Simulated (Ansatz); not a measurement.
Input and command of a plane-wave DFT calculation in Ansatz:

```yaml
crystal:
  lattice:
    - [0.0, 3.0591436934, 2.1628145913]
    - [3.0591436934, 0.0, 2.1628145913]
    - [3.0591436934, 3.0591436934, 0.0]
  atoms:
    - { symbol: Ga, position: [0.0, 0.0, 0.0] }
    - { symbol: P, position: [0.75, 0.75, 0.75] }
basis:
  ecutwfc: 420
kpoints:
  mp_grid: { grid: [10, 10, 10] }
hamiltonian:
  xc: lda
scf:
  occupations: { method: gaussian, width: 0.05 }
output:
  forces: true
  stress: true
  eigenvalues: true
```

```bash
ansatz run input.yaml --threads 1 --pin off --max-ram 2560MiB --backend cpu --events-out ev --progress --plain --runs-dir out
```

Processor: AMD EPYC (Zen 3), 1 thread, on a host shared with other jobs.

Question: How long does it run, and how much memory does it take?

Answer: About 8.9 s on 1 thread of AMD EPYC (Zen 3), on a shared host, peak memory 0.37 GiB. It solves 13 bands at 102 k points (the mesh reduced by the symmetry that the task leaves, which can be less than the crystal's) with about 791 plane waves, in 6 SCF iterations.
